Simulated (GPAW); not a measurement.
# Ni (Fm-3m) in GPAW: settings compared

The runs below take Ni through equation of state, band structure, with LDA, RPBE+D3, PBE, PW91, revPBE+D4.

All numbers are computed with GPAW 26.7.0; they aren't measurements. Logs are shortened: lines on timing, memory, paths and dates and some standing lists are left out, and cuts for length are marked. The log counts tension as positive stress, the text compression.

### 1 The crystal as given

Symmetry: Fm-3m, No. 225, cubic system. Conventional cell: a = 3.475 Å, b = 3.475 Å, c = 3.475 Å, α = 90.00°, β = 90.00°, γ = 90.00°. Ni (site symmetry m-3m) is surrounded by 12 Ni at 2.46 Å.

### 2 Equation of state, LDA, collinear spin, ferromagnetic start

The input, run.py:

```python
import spglib
from ase import Atoms
from ase.eos import EquationOfState
from ase.io import Trajectory, read
from ase.units import GPa
from gpaw import GPAW, PW

atoms = read('Ni.cif')
cell, positions, numbers = spglib.find_primitive(
    (atoms.cell[:], atoms.get_scaled_positions(), atoms.numbers), symprec=1e-4)
atoms = Atoms(numbers, cell=cell, scaled_positions=positions, pbc=True)
atoms.set_initial_magnetic_moments([1.0])

traj = Trajectory('eos.traj', 'w')
volumes, energies = [], []
for x in [0.94, 0.96, 0.98, 1.0, 1.02, 1.04, 1.06]:
    a = atoms.copy()
    a.set_cell(atoms.cell * x**(1 / 3), scale_atoms=True)
    calc = GPAW(mode=PW(600),
                xc='LDA',
                kpts={'size': (11, 11, 11), 'gamma': True},
                occupations={'name': 'fermi-dirac', 'width': 0.05},
                nbands=17,
                convergence={'density': 1e-05, 'energy': 1e-05},
                maxiter=150,
                txt=f'eos-{x:.2f}.txt')
    a.calc = calc
    energies.append(a.get_potential_energy(force_consistent=True))
    volumes.append(a.get_volume())
    p = -a.get_stress()[:3].mean() / GPa
    calc.write(f'eos-{x:.2f}.gpw')
    traj.write(a)
    print(f'{x:.2f} {volumes[-1]:10.4f} A^3 {energies[-1]:14.6f} eV {p:9.3f} GPa', flush=True)

v0, e0, B = EquationOfState(volumes, energies, eos='birchmurnaghan').fit()
print(f'V0 = {v0:.4f} A^3, E0 = {e0:.6f} eV, B0 = {B / GPa:.2f} GPa')
```

The input, Ni.cif:

```cif
data_Ni
_cell_length_a 3.47514587
_cell_length_b 3.47514587
_cell_length_c 3.47514587
_cell_angle_alpha 90.00000000
_cell_angle_beta 90.00000000
_cell_angle_gamma 90.00000000
_space_group_name_H-M_alt 'Fm-3m'
_space_group_name_Hall '-F 4 2 3'
_space_group_IT_number 225
loop_
_space_group_symop_operation_xyz
'x,y,z'
'-x,-y,-z'
'-y,x,z'
'y,-x,-z'
'-x,-y,z'
'x,y,-z'
'y,-x,z'
'-y,x,-z'
'x,-y,-z'
'-x,y,z'
'-y,-x,-z'
'y,x,z'
'-x,y,-z'
'x,-y,z'
'y,x,-z'
'-y,-x,z'
'z,x,y'
'-z,-x,-y'
'z,-y,x'
'-z,y,-x'
'z,-x,-y'
'-z,x,y'
'z,y,-x'
'-z,-y,x'
'-z,x,-y'
'z,-x,y'
'-z,-y,-x'
'z,y,x'
'-z,-x,y'
'z,x,-y'
'-z,y,x'
'z,-y,-x'
'y,z,x'
'-y,-z,-x'
'x,z,-y'
'-x,-z,y'
'-y,z,-x'
'y,-z,x'
'-x,z,y'
'x,-z,-y'
'-y,-z,x'
'y,z,-x'
'-x,-z,-y'
'x,z,y'
'y,-z,-x'
'-y,z,x'
'x,-z,y'
'-x,z,-y'
'x,y+1/2,z+1/2'
'-x,-y+1/2,-z+1/2'
'-y,x+1/2,z+1/2'
[... 62 lines left out ...]
'-z+1/2,-x,-y+1/2'
'z+1/2,-y,x+1/2'
'-z+1/2,y,-x+1/2'
'z+1/2,-x,-y+1/2'
'-z+1/2,x,y+1/2'
'z+1/2,y,-x+1/2'
'-z+1/2,-y,x+1/2'
'-z+1/2,x,-y+1/2'
'z+1/2,-x,y+1/2'
'-z+1/2,-y,-x+1/2'
'z+1/2,y,x+1/2'
'-z+1/2,-x,y+1/2'
'z+1/2,x,-y+1/2'
'-z+1/2,y,x+1/2'
'z+1/2,-y,-x+1/2'
'y+1/2,z,x+1/2'
'-y+1/2,-z,-x+1/2'
'x+1/2,z,-y+1/2'
'-x+1/2,-z,y+1/2'
'-y+1/2,z,-x+1/2'
'y+1/2,-z,x+1/2'
'-x+1/2,z,y+1/2'
'x+1/2,-z,-y+1/2'
'-y+1/2,-z,x+1/2'
'y+1/2,z,-x+1/2'
'-x+1/2,-z,-y+1/2'
'x+1/2,z,y+1/2'
'y+1/2,-z,-x+1/2'
'-y+1/2,z,x+1/2'
'x+1/2,-z,y+1/2'
'-x+1/2,z,-y+1/2'
'x+1/2,y+1/2,z'
'-x+1/2,-y+1/2,-z'
'-y+1/2,x+1/2,z'
'y+1/2,-x+1/2,-z'
'-x+1/2,-y+1/2,z'
'x+1/2,y+1/2,-z'
'y+1/2,-x+1/2,z'
'-y+1/2,x+1/2,-z'
'x+1/2,-y+1/2,-z'
'-x+1/2,y+1/2,z'
'-y+1/2,-x+1/2,-z'
'y+1/2,x+1/2,z'
'-x+1/2,y+1/2,-z'
'x+1/2,-y+1/2,z'
'y+1/2,x+1/2,-z'
'-y+1/2,-x+1/2,z'
'z+1/2,x+1/2,y'
'-z+1/2,-x+1/2,-y'
'z+1/2,-y+1/2,x'
'-z+1/2,y+1/2,-x'
'z+1/2,-x+1/2,-y'
'-z+1/2,x+1/2,y'
'z+1/2,y+1/2,-x'
'-z+1/2,-y+1/2,x'
'-z+1/2,x+1/2,-y'
'z+1/2,-x+1/2,y'
'-z+1/2,-y+1/2,-x'
'z+1/2,y+1/2,x'
'-z+1/2,-x+1/2,y'
'z+1/2,x+1/2,-y'
'-z+1/2,y+1/2,x'
'z+1/2,-y+1/2,-x'
'y+1/2,z+1/2,x'
'-y+1/2,-z+1/2,-x'
'x+1/2,z+1/2,-y'
'-x+1/2,-z+1/2,y'
'-y+1/2,z+1/2,-x'
'y+1/2,-z+1/2,x'
'-x+1/2,z+1/2,y'
'x+1/2,-z+1/2,-y'
'-y+1/2,-z+1/2,x'
'y+1/2,z+1/2,-x'
'-x+1/2,-z+1/2,-y'
'x+1/2,z+1/2,y'
'y+1/2,-z+1/2,-x'
'-y+1/2,z+1/2,x'
'x+1/2,-z+1/2,y'
'-x+1/2,z+1/2,-y'
loop_
_atom_site_label
_atom_site_type_symbol
_atom_site_symmetry_multiplicity
_atom_site_Wyckoff_symbol
_atom_site_fract_x
_atom_site_fract_y
_atom_site_fract_z
_atom_site_occupancy
Ni1 Ni 4 a 0.0000000000 0.0000000000 0.0000000000 1
```

Potentials or basis: the program's PAW data sets (release 1.2.1) made for this functional, pw.

Run with:

```
$ OMP_NUM_THREADS=1 python run.py
```

Standard output:

```text
__  _  _
 | _ |_)|_||  |
 |__||  | ||/\| - 26.7.0

Input parameters:
  mode=PW(ecut=600.0),
  convergence={'density': 1e-05, 'energy': 1e-05},
  kpts=MonkhorstPack(size=(11, 11, 11), gamma=True),
  maxiter=150,
  nbands=17,
  occupations=Occupations(name='fermi-dirac', width=0.05),
  xc=XC(name='LDA')

Diagonalizing LCAO Hamiltonian
Converting LCAO to pw mode

       Ni

Atoms  # Å, Bohr magnetons
|   | symbol |        x |        y |        z |    initial magnetic moments |
|---|--------|----------|----------|----------|-----------------------------|
| 0 |     Ni | 0.000000 | 0.000000 | 0.000000 | ( 0.0000,  0.0000,  1.0000) |

Unit cell  # Å
| periodic |        x |        y |        z |  lengths |    angles |
|----------|----------|----------|----------|----------|-----------|
|      yes | 0.000000 | 1.714089 | 1.714089 | 2.424088 | 60.000000 |
|      yes | 1.714089 | 0.000000 | 1.714089 | 2.424088 | 60.000000 |
|      yes | 1.714089 | 1.714089 | 0.000000 | 2.424088 | 60.000000 |

Number of symmetries: 48
Symmetry operations  # r_c * U_cc + t_c -> r_c
|    | kind |            matrix            |
|----|------|------------------------------|
|  0 |  σ   |  1, 0, 0,  1, 0,-1,  1,-1, 0 |
|  1 |  C2  |  1, 0, 0,  1,-1, 0,  1, 0,-1 |
|  2 |  E   |  1, 0, 0,  0, 1, 0,  0, 0, 1 |
|  3 |  σ   |  1, 0, 0,  0, 0, 1,  0, 1, 0 |
|  4 |  C4  |  1, 0,-1,  1, 0, 0,  1,-1, 0 |
|  5 |  S6  |  1, 0,-1,  1,-1, 0,  1, 0, 0 |
|  6 |  σ   |  1, 0,-1,  0, 1,-1,  0, 0,-1 |
|  7 |  C3  |  1, 0,-1,  0, 0,-1,  0, 1,-1 |
|  8 |  S6  |  1,-1, 0,  1, 0, 0,  1, 0,-1 |
|  9 |  C4  |  1,-1, 0,  1, 0,-1,  1, 0, 0 |
| 10 |  C3  |  1,-1, 0,  0,-1, 1,  0,-1, 0 |
| 11 |  σ   |  1,-1, 0,  0,-1, 0,  0,-1, 1 |
| 12 |  σ   |  0, 1, 0,  1, 0, 0,  0, 0, 1 |
| 13 |  C4  |  0, 1, 0,  0, 1,-1, -1, 1, 0 |
| 14 |  C3  |  0, 1, 0,  0, 0, 1,  1, 0, 0 |
| 15 |  S6  |  0, 1, 0, -1, 1, 0,  0, 1,-1 |
| 16 |  C2  |  0, 1,-1,  1, 0,-1,  0, 0,-1 |
| 17 |  σ   |  0, 1,-1,  0, 1, 0, -1, 1, 0 |
| 18 |  S4  |  0, 1,-1,  0, 0,-1,  1, 0,-1 |
| 19 |  C4  |  0, 1,-1, -1, 1, 0,  0, 1, 0 |
| 20 |  C3  |  0, 0, 1,  1, 0, 0,  0, 1, 0 |
| 21 |  σ   |  0, 0, 1,  0, 1, 0,  1, 0, 0 |
| 22 |  S6  |  0, 0, 1,  0,-1, 1, -1, 0, 1 |
| 23 |  C4  |  0, 0, 1, -1, 0, 1,  0,-1, 1 |
| 24 |  S4  |  0, 0,-1,  1, 0,-1,  0, 1,-1 |
| 25 |  C3  |  0, 0,-1,  0, 1,-1,  1, 0,-1 |
| 26 |  C2  |  0, 0,-1,  0,-1, 0, -1, 0, 0 |
| 27 |  S6  |  0, 0,-1, -1, 0, 0,  0,-1, 0 |
| 28 |  S4  |  0,-1, 1,  1,-1, 0,  0,-1, 0 |
| 29 |  C4  |  0,-1, 1,  0, 0, 1, -1, 0, 1 |
| 30 |  C2  |  0,-1, 1,  0,-1, 0,  1,-1, 0 |
| 31 |  σ   |  0,-1, 1, -1, 0, 1,  0, 0, 1 |
| 32 |  C3  |  0,-1, 0,  1,-1, 0,  0,-1, 1 |
| 33 |  S6  |  0,-1, 0,  0, 0,-1, -1, 0, 0 |
| 34 |  S4  |  0,-1, 0,  0,-1, 1,  1,-1, 0 |
| 35 |  C2  |  0,-1, 0, -1, 0, 0,  0, 0,-1 |
| 36 |  C2  | -1, 1, 0,  0, 1, 0,  0, 1,-1 |
| 37 |  S6  | -1, 1, 0,  0, 1,-1,  0, 1, 0 |
| 38 |  S4  | -1, 1, 0, -1, 0, 1, -1, 0, 0 |
| 39 |  C3  | -1, 1, 0, -1, 0, 0, -1, 0, 1 |
| 40 |  S6  | -1, 0, 1,  0, 0, 1,  0,-1, 1 |
| 41 |  C2  | -1, 0, 1,  0,-1, 1,  0, 0, 1 |
| 42 |  C3  | -1, 0, 1, -1, 1, 0, -1, 0, 0 |
| 43 |  S4  | -1, 0, 1, -1, 0, 0, -1, 1, 0 |
| 44 |  C2  | -1, 0, 0,  0, 0,-1,  0,-1, 0 |
| 45 |  i   | -1, 0, 0,  0,-1, 0,  0, 0,-1 |
| 46 |  σ   | -1, 0, 0, -1, 1, 0, -1, 0, 1 |
| 47 |  C2  | -1, 0, 0, -1, 0, 1, -1, 1, 0 |

BZ-sampling:
  Number of BZ points: 1331
  Number of IBZ points: 56

  Monkhorst-Pack size: [11, 11, 11]
  Monkhorst-Pack shift: [0, 0, 0]

K-points  # in reciprocal-cell coordinates
|     |                                coordinates |     weight |
|-----|--------------------------------------------|------------|
|   0 | (  0.00000000,   0.00000000,   0.00000000) | 0.00075131 |
|   1 | (  0.09090909,   0.09090909,   0.00000000) | 0.00450789 |
|   2 | (  0.09090909,   0.09090909,   0.09090909) | 0.00601052 |
|   3 | (  0.18181818,   0.09090909,   0.09090909) | 0.00901578 |
|   4 | (  0.18181818,   0.18181818,   0.00000000) | 0.00450789 |
|   5 | (  0.18181818,   0.18181818,   0.09090909) | 0.01803156 |
|   6 | (  0.18181818,   0.18181818,   0.18181818) | 0.00601052 |
|   7 | (  0.27272727,   0.18181818,   0.09090909) | 0.01803156 |
|   8 | (  0.27272727,   0.18181818,   0.18181818) | 0.01803156 |
|   9 | (  0.27272727,   0.27272727,   0.00000000) | 0.00450789 |
| ... |                                            |            |
|  55 | (  0.45454545,   0.45454545,   0.45454545) | 0.00601052 |

Plane wave coefficients: 343
Cutoff: 600.0 eV

Spin-components: 2 (collinear spins)
Bands:           17
Projectors:      6
Spin-degeneracy: 1
Datatype:        complex128

Parallelization:
  kpt:    1
  domain: 1
  band:   1

Density:
  Valence electrons: 16.0
  Components: 2
  Grid points: [14 14 14]
  Charge: 0.0  # |e|

Potential:
  Grid points: [14 14 14]

species:
  Ni:
    name:    Nickel
    Z:       28.0
    valence: 16
    core:    12
    charge:  0.0  # [|e|]
    compensation charges:
      type: gauss
      rc: 0.36  # [Å]
      lmax: 2
    cutoffs:
      filter: 2.14  # [Å]
      core: 1.98  # [Å]
    projectors
    | kind |    occ | energy [eV] | rcut [Å] |
    |------|--------|-------------|----------|
    |   4s |  2.000 |      -5.858 |    1.164 |
    |   3p |  6.000 |     -71.266 |    1.207 |
    |   4p |  0.000 |      -1.338 |    1.207 |
    |   3d |  8.000 |      -9.141 |    1.138 |
    |    s |        |      21.353 |    1.164 |
    |    d |        |      18.071 |    1.138 |

    Using partial waves for Ni as LCAO basis

Reference energy: -41300.595870  # eV

eigensolver:
  PPCG
  Converge bands: occupied
  niter=2

density mixing:
  MSR1-Mixer
  Pratt-step length: 0.05
  Maximum mixing coefficient: 0.75
  Old densities: 10
  SVD Regularization: 0.005
  Good broyden scale: 1.0
  Trust region scale: 1.0
  Backstep threshold: 4.0
  History deletion threshold: 6.0
  Fourier metric: weight=20.0, sigma=0.015

occupation numbers:
  Fermi-Dirac:
    width: 0.0500  # eV

poisson solver:
  ecut: 4800.0  # eV

xc functional:
  name: None

convergence criteria:
- Maximum integral of absolute [dens]ity change: 1e-05 electrons / valence electron
- Maximum [total energy] change in last 3 cyles: 1e-05 eV / valence electron
- Maximum integral of absolute [eigenst]ate change: 4e-08 eV^2 / valence electron
maximum number of iterations: 150

SCF iterations
|iter     | |      energy | eigst |  dens |  magmom |
|---------|-|-------------|-------|-------|---------|
|iter:   1| |   -8.328606 | -0.02 |       |  +1.0008|
|iter:   2| |   -8.338231 | -3.27 | -1.47 |  +0.9822|
|iter:   3| |   -8.430610 | -2.80 | -1.49 |  +0.6798|
|iter:   4| |   -8.436896 | -3.82 | -2.08 |  +0.5684|
|iter:   5| |   -8.436868 | -5.89 | -2.96 |  +0.5621|
|iter:   6| |   -8.436868c| -5.56 | -2.96 |  +0.5704|
|iter:   7| |   -8.436875c| -7.58c| -3.64 |  +0.5685|
|iter:   8| |   -8.436874c| -8.62c| -3.95 |  +0.5690|
|iter:   9| |   -8.436873c| -7.86c| -4.52 |  +0.5691|
|iter:  10| |   -8.436873c| -9.02c| -5.36c|  +0.5691|

Converged in 10 steps
Energy contributions relative to reference atoms: (reference = -41300.595870)

Energy contributions:
  Kinetic:           7.209280
  Coulomb:          -4.825726
  Zero:              0.034736
  External:          0.000000
  Xc:              -10.849074
  Entropy:          -0.012179
  Spinorbit:         0.000000
  ----------------------------
  Free energy:      -8.442963
  Extrapolated:     -8.436873

dipole moment: (-7.080172, -7.080172, -7.080172)  # |e|*Ang

Total magnetic moment: (0.000000, 0.000000, 0.569138)

Local magnetic moments
|        x |        y |        z |
|----------|----------|----------|
| 0.000000 | 0.000000 | 0.593976 |  # Ni   0

Fermi level: 9.145
Eigenvalues  # (at kpt = [0.000, 0.000, 0.000])
| band index |      eig [eV] | occ [0-1] |      eig [eV] | occ [0-1] |
|------------|---------------|-----------|---------------|-----------|
|          0 |       -54.446 |     1.000 |       -53.736 |     1.000 |
|          1 |       -54.446 |     1.000 |       -53.736 |     1.000 |
|          2 |       -54.446 |     1.000 |       -53.736 |     1.000 |
|          3 |        -0.595 |     1.000 |        -0.568 |     1.000 |
|          4 |         6.519 |     1.000 |         7.133 |     1.000 |
|          5 |         6.519 |     1.000 |         7.133 |     1.000 |
[... 9 lines left out ...]
|         15 |        40.500 |     0.000 |        40.678 |     0.000 |
|         16 |        43.954 |     0.000 |        43.895 |     0.000 |

No gap
No difference between direct/indirect transitions

Stress tensor  # eV/Ang^3
|         x |         y |         z |
|-----------|-----------|-----------|
| -0.007966 | -0.000000 |  0.000000 |
| -0.000000 | -0.007966 |  0.000000 |
|  0.000000 |  0.000000 | -0.007966 |

# Writing to eos-0.96.gpw (mode='')
```

Wall time 86 s (1 thread of Arm Neoverse V2, shared host); peak memory 0.18 GiB.

Results:

```
Equilibrium volume                      : 10.12 Å³/atom
Bulk modulus                            : 259 GPa
Pressure derivative of the bulk modulus : 4.9
```

Energy against volume, from the lowest point:
```
volume (Å³/atom)  energy (meV/atom)
           9.862               5.50
          10.072               0.00
          10.282               1.74
          10.492               9.91
          10.702              23.77
          10.912              42.65
          11.122              65.97
```

### 3 Equation of state, RPBE+D3, collinear spin, ferromagnetic start

run.py: that of step 2 with these lines changed.

```diff
@@ -1,3 +1,2 @@
-import spglib
-from ase import Atoms
+from ase.calculators.mixing import SumCalculator
 from ase.eos import EquationOfState
@@ -5,8 +4,6 @@
 from ase.units import GPa
+from dftd3.ase import DFTD3
 from gpaw import GPAW, PW
 
-atoms = read('Ni.cif')
-cell, positions, numbers = spglib.find_primitive(
-    (atoms.cell[:], atoms.get_scaled_positions(), atoms.numbers), symprec=1e-4)
-atoms = Atoms(numbers, cell=cell, scaled_positions=positions, pbc=True)
+atoms = read('Ni.xyz')
 atoms.set_initial_magnetic_moments([1.0])
@@ -19,3 +16,3 @@
     calc = GPAW(mode=PW(600),
-                xc='LDA',
+                xc='RPBE',
                 kpts={'size': (11, 11, 11), 'gamma': True},
@@ -26,4 +23,4 @@
                 txt=f'eos-{x:.2f}.txt')
-    a.calc = calc
-    energies.append(a.get_potential_energy(force_consistent=True))
+    a.calc = SumCalculator([calc, DFTD3(method='rpbe', damping='d3zero')])
+    energies.append(a.get_potential_energy())
     volumes.append(a.get_volume())
```

The input, Ni.xyz:

```xyz
1
Lattice="0.0000000000 1.7375729330 1.7375729330 1.7375729330 0.0000000000 1.7375729330 1.7375729330 1.7375729330 0.0000000000" Properties=species:S:1:pos:R:3 pbc="T T T"
Ni     0.0000000000      0.0000000000      0.0000000000
```

Potentials or basis: the program's PAW data sets (release 1.2.1) made for this functional, pw.

Run with:

```
$ OMP_NUM_THREADS=1 python run.py
```

Run time: 89 s. Hardware: 1 thread of Arm Neoverse V2, shared host; peak memory 0.19 GiB.

The run converged. Its results:

| Quantity | Value |
| --- | --- |
| Equilibrium volume | 10.74 Å³/atom |
| Bulk modulus | 209 GPa |
| Pressure derivative of the bulk modulus | 5.3 |

Energy against volume, from the lowest point:
```csv
volume (Å³/atom),energy (meV/atom)
9.862,55.43
10.072,30.60
10.282,13.66
10.492,3.73
10.702,0.00
10.912,1.71
11.122,8.25
```

### 4 Band structure, PBE, collinear spin, ferromagnetic start

The input, run.py:

```python
from ase.dft.bandgap import bandgap
from ase.io import read, write
from gpaw import GPAW

atoms = read('Ni.cif')
atoms.set_initial_magnetic_moments([1.0])

calc = GPAW(mode='lcao',
            h=0.16,
            basis='sz(dzp)',
            xc='PBE',
            kpts={'size': (11, 11, 11), 'gamma': True},
            occupations={'name': 'fermi-dirac', 'width': 0.05},
            convergence={'density': 1e-05, 'energy': 1e-05},
            maxiter=150,
            txt='gpaw.txt')
atoms.calc = calc
energy = atoms.get_potential_energy()
forces = atoms.get_forces()
calc.write('gs.gpw')
write('result.traj', atoms)
print(f'Energy: {energy:.6f} eV')
print('Forces (eV/A):')
print(forces.round(4))
print('Moments:', calc.get_magnetic_moments().round(3))
print('Fermi level:', round(calc.get_fermi_level(), 4), 'eV')
print(f'Gap: {bandgap(calc)[0]:.4f} eV, direct: {bandgap(calc, direct=True)[0]:.4f} eV')

path = atoms.cell.bandpath('GXWKGLUWLK,UX', npoints=80, eps=1e-4)
bs_calc = calc.fixed_density(kpts=path, symmetry='off', txt='bands.txt')
bs = bs_calc.band_structure()
bs.write('bs.json')
print(f'Gap on the path: {bandgap(bs_calc)[0]:.4f} eV')
```

The input, Ni.cif:

```cif
data_Ni
_cell_length_a 2.45729921
_cell_length_b 2.45729921
_cell_length_c 2.45729921
_cell_angle_alpha 60.00000000
_cell_angle_beta 60.00000000
_cell_angle_gamma 60.00000000
_space_group_name_H-M_alt 'P1'
_space_group_name_Hall 'P 1'
_space_group_IT_number 1
loop_
_space_group_symop_operation_xyz
'x,y,z'
loop_
_atom_site_label
_atom_site_type_symbol
_atom_site_symmetry_multiplicity
_atom_site_Wyckoff_symbol
_atom_site_fract_x
_atom_site_fract_y
_atom_site_fract_z
_atom_site_occupancy
Ni1 Ni 1 a 0.0000000000 0.0000000000 0.0000000000 1
```

Potentials or basis: GPAW PAW data sets (gpaw-data 1.2.1), lcao:sz(dzp).

Run with:

```
$ OMP_NUM_THREADS=1 python run.py
```

It took 5.7 min on 1 thread of Arm Neoverse V2, shared host; peak memory 0.15 GiB.

These settings aren't checked as converged: the numbers below hold their error.

What came out:

| Item | Value |
| --- | --- |
| Free energy | -6.5069 eV |
| Band gap along the path | none (metal or under the smearing width) |
| Net moment | 0.58 μB per cell |
| Site moments | Ni +0.60 μB |

Caveat: the real-space grid adds noise to forces; the basis of atomic orbitals isn't converged, which shifts pressures, moduli and gaps.

(Continued in part 2 of 2.)
